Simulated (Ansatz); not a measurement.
A run of Ansatz 0.2.0 is set up as follows.

File input.yaml:

```yaml
crystal:
  lattice:
    - [0.0, 2.1657188437, 2.1657188437]
    - [2.1657188437, 0.0, 2.1657188437]
    - [2.1657188437, 2.1657188437, 0.0]
  atoms:
    - { symbol: Ti, position: [0.0, 0.0, 0.0] }
    - { symbol: C, position: [0.5, 0.5, 0.5] }
hamiltonian:
  xc: rpbe
  pseudopotentials: { kind: paw }
kpoints:
  mp_grid: { grid: [11, 11, 11] }
  band_path:
    path:
      - [[0.0, 0.0, 0.0], [0.5, 0.0, 0.5], [0.5, 0.25, 0.75], [0.375, 0.375, 0.75], [0.0, 0.0, 0.0], [0.5, 0.5, 0.5], [0.625, 0.25, 0.625], [0.5, 0.25, 0.75], [0.5, 0.5, 0.5], [0.375, 0.375, 0.75]]
      - [[0.625, 0.25, 0.625], [0.5, 0.0, 0.5]]
    npoints: 14
scf:
  occupations: { method: fermi_dirac, width: 0.05 }
  n_extra_bands: 6
output:
  forces: true
  stress: true
  eigenvalues: true
  fatbands: false
  write_density: true
  write_potential: true
  elf: true
  volumetric_format: npy
```

Potentials or basis: Ansatz PAW.

Run with:

```console
$ ansatz run input.yaml --threads 2 --pin off --max-ram 5632MiB --backend cpu --events-out ev --progress --plain --runs-dir out
```

Problem. What does it give for the pressure?

Solution. 4.9 GPa.

Problem. What does it give for the band gap on the k mesh?

Solution. None (metal or under the smearing width).

Levels at the corners of the path, in eV from the Fermi level:
```tsv
point	band 4	band 5	band 6	band 7	band 8	band 9	band 10	band 11	band 12	band 13
Γ	-32.73	-12.53	0.65	0.65	0.65	1.61	1.61	1.61	1.65	1.65
X	-32.89	-10.25	-3.52	-1.67	-0.11	-0.11	2.64	3.47	3.47	5.72
W	-32.90	-9.66	-3.22	-3.22	-2.78	2.74	2.74	3.48	5.03	5.15
K	-32.85	-9.74	-3.54	-3.43	-1.80	1.41	3.09	3.78	5.36	5.44
Γ	-32.73	-12.53	0.65	0.65	0.65	1.61	1.61	1.61	1.65	1.65
L	-32.77	-9.07	-5.91	-2.97	-2.97	2.87	2.87	4.06	8.10	8.10
U	-32.85	-9.74	-3.54	-3.43	-1.80	1.41	3.09	3.78	5.36	5.44
W	-32.90	-9.66	-3.22	-3.22	-2.78	2.74	2.74	3.48	5.03	5.15
L	-32.77	-9.07	-5.91	-2.97	-2.97	2.87	2.87	4.06	8.10	8.10
K	-32.85	-9.74	-3.54	-3.43	-1.80	1.41	3.09	3.78	5.36	5.44
U	-32.85	-9.74	-3.54	-3.43	-1.80	1.41	3.09	3.78	5.36	5.44
X	-32.89	-10.25	-3.52	-1.67	-0.11	-0.11	2.64	3.47	3.47	5.72
```

Caveat: the PAW data sets come from PBE, with cores solved anew for the run's functional, which leaves a small shift of forces and pressure.
